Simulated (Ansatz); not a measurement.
# Nb2COS MXene bilayer (AA) in a perpendicular field, part 3 of 4

Aim: how the Nb2COS MXene bilayer (AA) screens a field along its normal, and what the field does to its bands. A positive field points along +c.

Ansatz 0.2.0; plane-wave DFT, LDA, Ansatz PAW.

So far. Step 8 (Atoms held, field 0.3 V/Å): The dipole is 0.201 e·Å, 0.205 e·Å from its value without field.

## 9. Response, atoms held

This step: plane-wave DFT, LDA, Ansatz PAW; response to a field along the normal, atoms held (Ansatz 0.2.0).

The dipoles give the slope, and the difference of two potentials shows where the field is screened.

Numbers from this step:

| Quantity | Value |
| --- | --- |
| equivalent conductor thickness p/(ε₀AE) | 14.40 Å |
| distance between the outer atoms | 12.91 Å |

Dipole of the cell against applied field:

```
applied field (V/Å)  dipole of the cell (e·Å)
             -0.050                   -0.0383
              0.000                  -0.00417
              0.050                    0.0300
              0.100                    0.0641
              0.200                     0.132
              0.300                     0.201
```

Local field over the applied field, running mean. From the potentials at -0.05 and 0.05 V/Å; running mean over 2.5 Å. Table of local field over applied field by z:

z (Å), local field over applied field and a bar:
```
        5      0.997 ##############################
        6      0.973 #############################
        7      0.823 #########################
        8      0.489 ###############
        9      0.156 #####
       10      0.030 #
       11      0.020 #
       12      0.012 
       13      0.003 
       14      0.001 
       15      0.004 
       16      0.004 
       17      0.006 
       18      0.007 
       19      0.001 
       20      0.020 #
       21      0.096 ###
       22      0.345 ##########
       23      0.690 #####################
       24      0.936 ############################
       25      0.994 ##############################
       26      1.000 ##############################
```

The induced electron density oscillates, so the rows of the table below give means over windows of 1 Å about each position, cut where the curve ends. Its maxima inside the range that stand out by 2 % of the span (Å: e/Å³ per V/Å): 8.0: 0.00366, 9.2: 0.00113, 10.7: 4.8e-4, 12.9: 3.3e-4, 16.0: 7.4e-5, 17.9: 1.6e-4, 19.3: 2.3e-4, 21.2: -1.6e-4, 22.0: -0.00159. Its minima: 8.9: 9.7e-4, 10.2: -7.0e-4, 12.3: -1.4e-4, 13.6: -1.5e-4, 16.9: -1.9e-4, 18.7: -1.0e-4, 20.3: -4.5e-4, 21.8: -0.00197, 22.6: -0.00363.

Electrons, planar mean, per unit field. Induced electron density against z; means over each step:

```csv
z (Å),induced electron density (e/Å³ per V/Å)
5,1.3e-5
6,1.4e-4
7,0.00114
8,0.00312
9,0.00115
10,-3.1e-4
11,1.7e-4
12,1.8e-5
13,1.2e-4
14,-7.8e-5
15,4.6e-6
16,4.2e-5
17,-1.0e-4
18,8.7e-5
19,6.0e-5
20,-2.7e-4
21,-3.8e-4
22,-0.00218
23,-0.00238
24,-3.5e-4
25,-2.7e-5
26,-1.7e-6
```

By hand: between -0.05 and 0.05 V/Å the dipole changes by 0.06830 e·Å, a slope of 0.6830 e·Å²/V. A perfect conductor of thickness t has p = ε₀AEt, so t = 180.95 × 0.6830 / 8.585 = 14.40 Å (e/ε₀ = 180.95 V·Å, A in Å²).

The induced dipole is that of a conductor 14.40 Å thick.

## 10. Relaxing in the field, field 0.1 V/Å

This step: plane-wave DFT, LDA, Ansatz PAW (Ansatz 0.2.0).

Now the atoms may follow the field. A weak field makes forces of meV/Å to tens of meV/Å, so the force tolerance is set well below the usual one.

input.yaml reads:

```yaml
crystal:
  lattice:
    - [3.1484813703, 0.0, 0.0]
    - [-1.5742406851, 2.72666485, 0.0]
    - [0.0, 0.0, 30.9145402894]
  atoms:
    - { symbol: S, position: [0.3333333333, 0.6666666667, 0.2911251442] }
    - { symbol: Nb, position: [0.6666666667, 0.3333333333, 0.3446389868] }
    - { symbol: C, position: [0.0, 0.0, 0.3840373139] }
    - { symbol: Nb, position: [0.3333333333, 0.6666666667, 0.4236539959] }
    - { symbol: O, position: [0.6666666667, 0.3333333333, 0.4564966039] }
    - { symbol: S, position: [0.3333333333, 0.6666666667, 0.5434783726] }
    - { symbol: Nb, position: [0.6666666667, 0.3333333333, 0.5969766883] }
    - { symbol: C, position: [0.0, 0.0, 0.6363760232] }
    - { symbol: Nb, position: [0.3333333333, 0.6666666667, 0.6759689974] }
    - { symbol: O, position: [0.6666666667, 0.3333333333, 0.7088748558] }
kpoints:
  mp_grid: { grid: [12, 12, 1] }
hamiltonian:
  xc: lda
scf:
  occupations: { method: fermi_dirac, width: 0.02585 }
  convergence: { dr2_threshold: 1.0e-10 }
efield:
  axis: 3
  dipole_correction: true
  ramp_position: 0.97
  ramp_width: 0.06
  amplitude: 0.1
relax:
  f_tol: 0.001
  max_steps: 60
output:
  write_potential: true
  write_density: true
  volumetric_format: npy
```

Launch:

```sh
$ ansatz run input.yaml --threads 4 --pin off --max-ram 6144MiB --backend cpu --events-out ev --progress --plain --runs-dir out
```

Numbers of over 12 decimals in the logs are rounded to 6 here.

Output:

```text
[...]
Crystal: 10 atoms, lattice volume = 265.397 Å³
Basis set: ecut = 420 eV, 5143 PW (Γ)
Bands: 52, of which v1, the nominal top of the filled ones, is band 42 counted from 1 (41 counted from 0)
Symmetry: 6 space group operations
[...]
k-points: 19 of 144 (time reversal used)
[...]
SCF iter   1: F=—  HF=-21128.920990 eV  |F-HF|=—  |Δ(HF+E_count)|=         —  Δρ=1.23e-1  dr2=5.51e1  ethr=3.10e-3  p=0.071 e·Å  D=4.85e-2 V/Å  ΔV_dip=-1.50 eV  dr2_dipole=6.37e-2  V_vac-E_F(+/−)=7.60/6.26 eV  ⟨swp⟩=9.2  Hψ=5010  notcnv=0
[...]
SCF iter  13: F=-21114.085846 eV  HF=-21114.085846 eV  |F-HF|=1.20e-10  |Δ(HF+E_count)|=  1.09e-11  Δρ=7.67e-8  dr2=8.11e-11  ethr=1.00e-12  p=0.064 e·Å  D=4.37e-2 V/Å  ΔV_dip=-1.35 eV  dr2_dipole=1.84e-11  V_vac-E_F(+/−)=6.47/4.98 eV  ⟨swp⟩=8.3  Hψ=5929  notcnv=0
SCF 1 converged in 13 iterations: F = -21114.085846 eV  dr2 = 8.11e-11
[...]
relax step   1: F+E_penalty+E_count = -21114.08584614 eV  Δ(F+E_penalty+E_count) = +0.000e0 eV  max|allowed force component| = 5.609e-2 eV/Å  Δτ_max = 0.0000 Å  (13 SCF iters, accepted)
[...]
SCF iter   8: F=-21114.085949 eV  HF=-21114.085949 eV  |F-HF|=2.18e-11  |Δ(HF+E_count)|=  2.76e-10  Δρ=1.17e-7  dr2=6.41e-11  ethr=1.00e-12  p=0.065 e·Å  D=4.45e-2 V/Å  ΔV_dip=-1.38 eV  dr2_dipole=4.25e-12  V_vac-E_F(+/−)=6.44/4.98 eV  ⟨swp⟩=6.7  Hψ=6563  notcnv=0
SCF 2 converged in 8 iterations: F = -21114.085949 eV  dr2 = 6.41e-11
relax step   2: F+E_penalty+E_count = -21114.08594887 eV  Δ(F+E_penalty+E_count) = -1.027e-4 eV  max|allowed force component| = 9.788e-3 eV/Å  Δτ_max = 0.0053 Å  (8 SCF iters, accepted)
SCF iter   1: F=—  HF=-21114.086031 eV  |F-HF|=—  |Δ(HF+E_count)|=         —  Δρ=2.52e-4  dr2=4.48e-4  ethr=7.52e-6  p=0.065 e·Å  D=4.45e-2 V/Å  ΔV_dip=-1.38 eV  dr2_dipole=8.18e-5  V_vac-E_F(+/−)=6.44/4.98 eV  ⟨swp⟩=2.0  Hψ=1647  notcnv=0  defer=70
[...]
SCF iter   8: F=-21114.085961 eV  HF=-21114.085961 eV  |F-HF|=1.02e-10  |Δ(HF+E_count)|=  1.82e-11  Δρ=6.11e-8  dr2=2.08e-11  ethr=1.00e-12  p=0.065 e·Å  D=4.45e-2 V/Å  ΔV_dip=-1.38 eV  dr2_dipole=2.33e-12  V_vac-E_F(+/−)=6.44/4.98 eV  ⟨swp⟩=8.0  Hψ=5783  notcnv=0
SCF 3 converged in 8 iterations: F = -21114.085961 eV  dr2 = 2.08e-11
relax step   3: F+E_penalty+E_count = -21114.08596073 eV  Δ(F+E_penalty+E_count) = -1.186e-5 eV  max|allowed force component| = 4.497e-3 eV/Å  Δτ_max = 0.0029 Å  (8 SCF iters, accepted)
[...]
relax step   4: F+E_penalty+E_count = -21114.08596215 eV  Δ(F+E_penalty+E_count) = -1.419e-6 eV  max|allowed force component| = 2.708e-3 eV/Å  Δτ_max = 0.0005 Å  (7 SCF iters, accepted)
SCF iter   1: F=—  HF=-21114.085963 eV  |F-HF|=—  |Δ(HF+E_count)|=         —  Δρ=9.14e-6  dr2=5.29e-7  ethr=3.38e-9  p=0.065 e·Å  D=4.45e-2 V/Å  ΔV_dip=-1.37 eV  dr2_dipole=9.72e-8  V_vac-E_F(+/−)=6.44/4.98 eV  ⟨swp⟩=2.0  Hψ=1710  notcnv=0  defer=72
[...]
SCF iter   6: F=-21114.085962 eV  HF=-21114.085962 eV  |F-HF|=7.28e-12  |Δ(HF+E_count)|=  3.64e-12  Δρ=2.36e-8  dr2=2.45e-12  ethr=1.00e-12  p=0.065 e·Å  D=4.45e-2 V/Å  ΔV_dip=-1.37 eV  dr2_dipole=1.35e-13  V_vac-E_F(+/−)=6.44/4.98 eV  ⟨swp⟩=7.5  Hψ=5338  notcnv=0
SCF 5 converged in 6 iterations: F = -21114.085962 eV  dr2 = 2.45e-12
relax step   5: F+E_penalty+E_count = -21114.08596247 eV  Δ(F+E_penalty+E_count) = -3.263e-7 eV  max|allowed force component| = 1.142e-4 eV/Å  Δτ_max = 0.0002 Å  (6 SCF iters, accepted)
[...]
the band table was solved once a step of the walk had ended and its energy, with any forces and stress, was formed, with the checks that follow a solve (5632 applications of the Hamiltonian). They found nothing against the state; the energy, forces and stress were not computed again (output.eigenvalues in the input reference)
[...]
SCF converged after 6 iterations
Free energy (F): -21114.085962 eV
[...]
Internal energy: -21114.076949 eV  (E = F + TS)
E sigma→0 (E₀):  -21114.081456 eV
Entropy (-TS):   -0.009014 eV (-0.901 meV/atom)
Fermi energy:    4.011425 eV
Dipole field:    D = 0.044463 V/Å  (p = 0.065212 e·Å, saw-weighted, corrected)
Work function:   not extracted (applied field tilts the vacuum); planar V_es + V_field profile in the machine report
[...]
--- Forces (eV/Å), atoms counted from 1 ---
  atom   1  S      0.00000000    -0.00000000    -0.00000628
  atom   2  Nb    -0.00000000     0.00000000     0.00007133
  atom   3  C      0.00000000    -0.00000000    -0.00002839
  atom   4  Nb    -0.00000000     0.00000000     0.00002509
  atom   5  O     -0.00000000     0.00000000     0.00001962
  atom   6  S      0.00000000    -0.00000000    -0.00006224
  atom   7  Nb    -0.00000000     0.00000000     0.00012532
  atom   8  C      0.00000000     0.00000000    -0.00001869
  atom   9  Nb    -0.00000000     0.00000000    -0.00007814
  atom  10  O     -0.00000000     0.00000000     0.00006362
  max |Σ_I F_I| component: 1.11e-4 eV/Å
--- Band table (eV; the first three rows and the last of 19) ---
  k-point 0: bands = [... 38 lower, 3.2203, 3.2203, 3.6193, 3.6193, 3.6382, 3.6382, 3.7803, 3.9588, ... 6 higher]
  k-point 1: bands = [... 38 lower, 2.7697, 2.7961, 3.4248, 3.4734, 4.0504, 4.0938, 4.3058, 4.4353, ... 6 higher]
  k-point 2: bands = [... 38 lower, 2.4311, 2.4498, 2.9343, 3.0511, 4.3923, 4.4395, 4.7966, 4.9660, ... 6 higher]
  k-point 18: bands = [... 38 lower, 0.6628, 0.7279, 4.4796, 4.5209, 4.6151, 4.8372, 5.4515, 5.4841, ... 6 higher]
--- Relaxed structure (5 steps of the walk, 5 accepted, 0 SCFs on fresh bases) ---
  F+E_penalty+E_count = -21114.08596247 eV   max|allowed force component| = 1.142e-4 eV/Å
  atoms:
    - { symbol: S, position: [0.333333, 0.666667, 0.291158] }
    - { symbol: Nb, position: [0.666667, 0.333333, 0.344726] }
    - { symbol: C, position: [0, 0, 0.384107] }
    - { symbol: Nb, position: [0.333333, 0.666667, 0.423738] }
    - { symbol: O, position: [0.666667, 0.333333, 0.456547] }
    - { symbol: S, position: [0.333333, 0.666667, 0.543384] }
    - { symbol: Nb, position: [0.666667, 0.333333, 0.596930] }
    - { symbol: C, position: [0, 0, 0.636318] }
    - { symbol: Nb, position: [0.333333, 0.666667, 0.675954] }
    - { symbol: O, position: [0.666667, 0.333333, 0.708764] }
```

Elapsed: 61 s, on 4 threads of Arm Neoverse N1, shared host; peak memory 0.65 GiB.

Hardly anything moved in the relaxation; the energy changed by under 0.2 meV an atom.

Numbers from this step:

* energy at zero smearing: -21114.0815 eV
* dipole along the normal: 0.06521 e·Å

The relaxation took 5 steps and lowered the energy by 1.2e-4 eV; the largest force on the free atoms ends at 1.1e-4 eV/Å.

The dipole is 0.0652 e·Å, 0.0694 e·Å from its value without field.

## 11. Relaxing in the field, field -0.1 V/Å

The opposite sign, again from the field-free geometry; the difference of the two cancels what relaxes without a field.

Changes to input.yaml since step 10:

```diff
@@ -28,3 +28,3 @@
   ramp_width: 0.06
-  amplitude: 0.1
+  amplitude: -0.1
 relax:
```

Output:

```text
[...]
Crystal: 10 atoms, lattice volume = 265.397 Å³
Basis set: ecut = 420 eV, 5143 PW (Γ)
Bands: 52, of which v1, the nominal top of the filled ones, is band 42 counted from 1 (41 counted from 0)
Symmetry: 6 space group operations
[...]
k-points: 19 of 144 (time reversal used)
[...]
- { symbol: C, position: [0, 0, 0.384103] }
    - { symbol: Nb, position: [0.333333, 0.666667, 0.423752] }
    - { symbol: O, position: [0.666667, 0.333333, 0.456548] }
    - { symbol: S, position: [0.333333, 0.666667, 0.543374] }
    - { symbol: Nb, position: [0.666667, 0.333333, 0.596931] }
    - { symbol: C, position: [0, 0, 0.636300] }
    - { symbol: Nb, position: [0.333333, 0.666667, 0.675888] }
    - { symbol: O, position: [0.666667, 0.333333, 0.708848] }
[key lines of the parts left out:]
SCF converged after 5 iterations
Free energy (F): -21114.086790 eV
Fermi energy:    4.026515 eV
Dipole field:    D = -0.050092 V/Å  (p = -0.073468 e·Å, saw-weighted, corrected)
```

Elapsed: 61 s, on 4 threads; peak memory 0.66 GiB.

Hardly anything moved in the relaxation; the energy changed by under 0.2 meV an atom.

Numbers from this step:

- energy at zero smearing: -21114.0823 eV
- dipole along the normal: -0.07347 e·Å

The relaxation took 5 steps and lowered the energy by 7.6e-5 eV; the largest force on the free atoms ends at 7.5e-5 eV/Å.

The dipole is -0.0735 e·Å, -0.0693 e·Å from its value without field.

## 12. Response, atoms relaxed

This step: plane-wave DFT, LDA, Ansatz PAW; response to a field along the normal, atoms relaxed (Ansatz 0.2.0).

The same analysis on the two relaxed runs holds the ionic part too; their mesh is coarser, so small differences from the held value can come from that.

This step gave:

```yaml
equivalent_conductor_thickness_p_eps_0ae: 14.62 Å
```

Table of dipole of the cell by applied field:

| applied field (V/Å) | dipole of the cell (e·Å) |
| --- | --- |
| -0.1000 | -0.0735 |
| 0.1000 | 0.0652 |

Local field over the applied field, running mean. From the potentials at -0.1 and 0.1 V/Å; running mean over 2.5 Å. The local field over applied field by z:

z (Å), local field over applied field and a bar from the least value:
```
      4.5      0.999 ##############################
      5.0      0.997 ##############################
      5.5      0.991 ##############################
      6.0      0.973 #############################
      6.5      0.924 ############################
      7.0      0.819 #########################
      7.5      0.666 #####################
      8.0      0.494 #################
      8.5      0.321 ############
      9.0      0.171 ########
      9.5      0.070 #####
     10.0      0.020 ####
     10.5      0.008 ####
     11.0     -0.013 ###
     11.5     -0.011 ###
     12.0      0.027 ####
     12.5      0.041 #####
     13.0      0.021 ####
     13.5      0.025 ####
     14.0      0.015 ####
     14.5     -0.017 ###
     15.0     -0.026 ###
     15.5     -0.024 ###
     16.0     -0.024 ###
     16.5     -0.012 ###
     17.0     -0.005 ###
     17.5     -0.003 ###
     18.0      0.027 ####
     18.5      0.037 #####
     19.0      0.093 ######
     19.5      0.039 #####
     20.0     -0.135 
     20.5     -0.127 
     21.0      0.056 #####
     21.5      0.055 #####
     22.0      0.245 ##########
     22.5      0.598 ###################
     23.0      0.766 ########################
     23.5      0.780 ########################
     24.0      0.918 ############################
     24.5      0.978 #############################
     25.0      0.994 ##############################
     25.5      0.998 ##############################
     26.0      1.000 ##############################
     26.5      1.000 ##############################
```

Electrons, planar mean, per unit field. Induced electron density against z:

z (Å), induced electron density (e/Å³ per V/Å) and a bar from the least value:
```
      4.5     0.0000 #########
      5.0     0.0000 #########
      5.5     0.0000 #########
      6.0     0.0001 ##########
      6.5     0.0004 ##########
      7.0     0.0010 ##########
      7.5     0.0024 ###########
      8.0     0.0039 ############
      8.5     0.0026 ###########
      9.0     0.0009 ##########
      9.5    -0.0003 #########
     10.0    -0.0027 ########
     10.5    -0.0007 #########
     11.0     0.0016 ###########
     11.5     0.0011 ##########
     12.0     0.0012 ##########
     12.5     0.0034 ############
     13.0     0.0011 ##########
     13.5    -0.0030 #######
     14.0    -0.0012 #########
     14.5    -0.0005 #########
     15.0    -0.0001 #########
     15.5    -0.0003 #########
     16.0    -0.0008 #########
     16.5    -0.0004 #########
     17.0    -0.0001 #########
     17.5     0.0009 ##########
     18.0     0.0004 ##########
     18.5    -0.0004 #########
     19.0    -0.0016 ########
     19.5    -0.0023 ########
     20.0    -0.0058 #####
     20.5    -0.0134 
     21.0     0.0067 ##############
     21.5     0.0302 ##############################
     22.0    -0.0047 ######
     22.5    -0.0139 
     23.0    -0.0037 #######
     23.5    -0.0011 #########
     24.0    -0.0003 #########
     24.5    -0.0001 #########
     25.0     0.0000 #########
     25.5     0.0000 #########
     26.0     0.0000 #########
```

The induced dipole is that of a conductor 14.62 Å thick.

[end of part 3 of 4]

[Logs are printed without paths, hosts, clocks, repeated set-up lines and the standing remarks that a program may print on its own settings, such as how far it seeks lower states.]

[Hosts, paths, dates, database ids (printed as entryN), source tags and the programs' standing remarks are cut or masked in the printed files.]

[Maps of the electrostatic potential energy from Ansatz leave out the sawtooth potential of an applied field or a dipole correction, so their vacuum need not be flat; planar profiles and work functions include it.]
